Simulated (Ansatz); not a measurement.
## BaF$_{2}$: frozen-core PAW against all-electron methods

```
CELL_PARAMETERS angstrom
0.00000 3.10005 3.10005
3.10005 0.00000 3.10005
3.10005 3.10005 0.00000
ATOMIC_POSITIONS crystal
Ba 0.00000 0.00000 0.00000
F 0.25000 0.25000 0.25000
F 0.75000 0.75000 0.75000
```

Atom numbers follow the list: Ba1, F2, F3.

The geometry is COD entry 9009004, unchecked; take it as a test cell.

Spin–orbit coupling is left out, though it moves levels of the heavy atoms by tenths of an eV or more.

Levels of theory: DFT, LDA, PAW with Ansatz's default frozen-core files, scalar-relativistic (Ansatz 0.2.0); DFT, LDA, all-electron PAW with datasets made for the crystal, scalar-relativistic (Ansatz 0.2.0); DFT, LDA, all-electron LAPW, scalar-relativistic (Ansatz 0.2.0).

For PAW: a Γ-centred 8×8×8 k mesh, Fermi–Dirac smearing of 0.01 eV, cutoff 420 eV, no spin polarisation; the PAW files were made with PBE, and the program remakes their frozen cores for this functional. The crystal-made all-electron datasets (AE datasets) take a cutoff of 320 eV at this cell. LAPW targets a basis error of 1 meV/atom. The Ansatz runs share mesh, smearing and spin set-up. Plane-wave (PAW) pressures include the program's estimate of the Pulay term.

Stress and pressure are positive in compression.

Levels count from the top of the valence band.

| quantity | PAW | AE datasets | LAPW |
| --- | --- | --- | --- |
| pressure (GPa) | -4.57 | -4.56 | -4.56 |
| band gap (eV) | 6.451 | 6.443 | 6.443 |
| highest filled level at X (eV) | -0.173 | -0.174 | -0.173 |
| lowest empty level at X (eV) | 7.072 | 7.072 | 7.072 |
| highest filled level at Γ (eV) | -0.107 | -0.107 | -0.107 |
| lowest empty level at Γ (eV) | 6.451 | 6.443 | 6.443 |
| highest filled level at L (eV) | -0.184 | -0.184 | -0.184 |
| lowest empty level at L (eV) | 9.025 | 9.017 | 9.018 |
